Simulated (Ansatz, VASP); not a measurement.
**Na: VASP beside Ansatz**

```xyz
4
Lattice="3.7040 0.0000 0.0000 -1.8520 3.2078 0.0000 0.0000 0.0000 12.2080" Properties=species:S:1:pos:R:3 pbc="T T T"
Na    0.0000    0.0000    0.0000
Na    0.0000    2.1385    3.0520
Na    0.0000    0.0000    6.1040
Na    1.8520    1.0693    9.1560
```

Alike in both runs: functional PBEsol; k mesh 7 × 7 × 2; no spin polarisation.

Ansatz relaxed the structure, and its values are those at the end. VASP's run is a single point on that final structure, the one shown.

|  | VASP | Ansatz |
| --- | --- | --- |
| version | VASP 6.6.1 | Ansatz 0.2.0 |
| potentials or method | VASP PAW PBE potentials, release 64 (Na_pv) | plane waves, PAW |
| plane-wave cutoff (eV) | 520 | 420 |
| occupations | methfessel-paxton of order 1, width 0.1 eV | cold, width 0.1 eV |
| valence electrons in the cell | 28 | 36 |

```tsv
	VASP	Ansatz	Ansatz less VASP
pressure (GPa)	0.0	0.0	0.00
```

The two sets of potentials don't hold the same shells in valence.

Caveats: the PAW data sets were made with another functional, which shifts forces and pressure a little (VASP).
